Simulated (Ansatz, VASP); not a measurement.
Two plane-wave programs on MgS

INCAR

```
SYSTEM = MgS
  PREC = Accurate
  ENCUT = 520
  EDIFF = 1E-7
  ISMEAR = 0
  SIGMA = 0.05
  LREAL = .FALSE.
  LASPH = .TRUE.
  NELM = 100
  ALGO = Normal
  ISIF = 2
  LWAVE = .FALSE.
  LCHARG = .FALSE.
  GGA = PE
  NBANDS = 11
```

KPOINTS

```
regular mesh
0
G
  8 8 8
  0 0 0
```

The input POSCAR:

```
MgS
1.0
    0.0000000000      2.6016500000      2.6016500000
    2.6016500000      0.0000000000      2.6016500000
    2.6016500000      2.6016500000      0.0000000000
Mg S
1 1
Direct
    0.1358958317      0.0000000000      0.0000000000
    0.5000000000      0.5000000000      0.5000000000
```

Input for Ansatz:

```yaml
crystal:
  lattice:
    - [0.0, 2.60165, 2.60165]
    - [2.60165, 0.0, 2.60165]
    - [2.60165, 2.60165, 0.0]
  atoms:
    - { symbol: Mg, position: [0.1358958317, 0.0, 0.0] }
    - { symbol: S, position: [0.5, 0.5, 0.5] }
basis:
  ecutwfc: 420
kpoints:
  mp_grid: { grid: [8, 8, 8] }
hamiltonian:
  xc: pbe
scf:
  occupations: { method: gaussian, width: 0.05 }
output:
  forces: true
  stress: true
  eigenvalues: true
```

Change from the starting cell: all Mg atoms moved -0.500 Å, as atom 1 towards its neighbour atom 1 (Mg) at 3.679 Å.

Alike in both runs: task single point; functional PBE; k mesh 8 × 8 × 8; occupations gaussian, width 0.05 eV; no spin polarisation.

|  | VASP | Ansatz |
| --- | --- | --- |
| version | VASP 6.6.1 | Ansatz 0.2.0 |
| potentials or method | VASP PAW PBE potentials, release 64 (Mg, S) | scalar-relativistic, plane waves, PAW |
| plane-wave cutoff (eV) | 520 | 420 |
| valence electrons in the cell | 8 | 16 |

|  | VASP | Ansatz | Ansatz less VASP |
| --- | --- | --- | --- |
| gap on the k mesh at the Fermi level (eV) | 2.84 | 2.86 | +0.015 |
| least direct gap on the mesh (eV) | 3.65 | 3.67 | +0.012 |
| pressure (GPa) | 9.2 | 9.4 | +0.21 |
| largest component of the traceless stress (GPa) | 9.97 | 9.93 | -0.047 |
| rms of the force components (eV/Å) | 1.076 | 1.073 | -0.0027 |

Atom by atom the forces differ by 0.003 eV/Å (rms over components). The functional is the same, so the differences come from potentials, cutoffs and numerics. The two sets of potentials don't hold the same shells in valence.

Caveats: forces of over 1 eV/Å show positions far from the minimum, so gaps and moduli don't describe the material at rest. A k mesh can miss the band edges.
